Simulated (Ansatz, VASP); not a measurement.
# Two plane-wave programs on AlN

The input INCAR:

```
SYSTEM = AlN
  ALGO = Normal
  EDIFF = 1E-6
  ENCUT = 520
  GGA = PE
  ISIF = 2
  ISMEAR = 0
  LASPH = .TRUE.
  LCHARG = .FALSE.
  LREAL = .FALSE.
  LWAVE = .FALSE.
  NBANDS = 16
  NELM = 60
  PREC = Accurate
  SIGMA = 0.05
```

Contents of KPOINTS:

```
k-points
0
G
  12 12 6
  0 0 0
```

File POSCAR:

```
AlN
1.0
    3.1110021516      0.0000000000      0.0000000000
   -1.5555010758      2.6942068945      0.0000000000
    0.0000000000      0.0000000000      4.9780000000
Al N
2 2
Direct
    0.3166308299      0.6332616597      0.0000000000
    0.6833691701      0.3667383403      0.5000000000
    0.3482290694      0.6964581388      0.3850000000
    0.6517709306      0.3035418612      0.8850000000
```

Input for Ansatz:

```yaml
crystal:
  lattice:
    - [3.1110021516, 0.0, 0.0]
    - [-1.5555010758, 2.6942068945, 0.0]
    - [0.0, 0.0, 4.978]
  atoms:
    - { symbol: Al, position: [0.3166308299, 0.6332616597, 0.0] }
    - { symbol: Al, position: [0.6833691701, 0.3667383403, 0.5] }
    - { symbol: "N", position: [0.3482290694, 0.6964581388, 0.385] }
    - { symbol: "N", position: [0.6517709306, 0.3035418612, 0.885] }
basis:
  ecutwfc: 420
kpoints:
  mp_grid: { grid: [12, 12, 6] }
hamiltonian:
  xc: pbe
scf:
  occupations: { method: gaussian, width: 0.05 }
output:
  forces: true
  stress: true
  eigenvalues: true
```

Change from the starting cell: mode 4 (239.4 1/cm) frozen in, largest displacement +0.090 Å.

Alike in both runs: task single point; functional PBE; k mesh 12 × 12 × 6; occupations gaussian, width 0.05 eV; no spin polarisation.

|  | VASP | Ansatz |
| --- | --- | --- |
| version | VASP 6.6.1 | Ansatz 0.2.0 |
| potentials or method | VASP PAW PBE potentials, release 64 (Al, N) | scalar-relativistic, plane waves, PAW |
| plane-wave cutoff (eV) | 520 | 420 |
| valence electrons in the cell | 16 | 16 |

```csv
,VASP,Ansatz,Ansatz less VASP
gap on the k mesh at the Fermi level (eV),4.07,4.06,-0.011
least direct gap on the mesh (eV),4.07,4.06,-0.011
pressure (GPa),3.6,3.9,+0.25
largest component of the traceless stress (GPa),0.93,0.97,+0.037
rms of the force components (eV/Å),0.257,0.256,-0.0012
```

Atom by atom the forces differ by 0.001 eV/Å (rms over components). With one functional, cell and mesh, what is left measures potentials, basis and numerics.

A k mesh can miss the band edges.
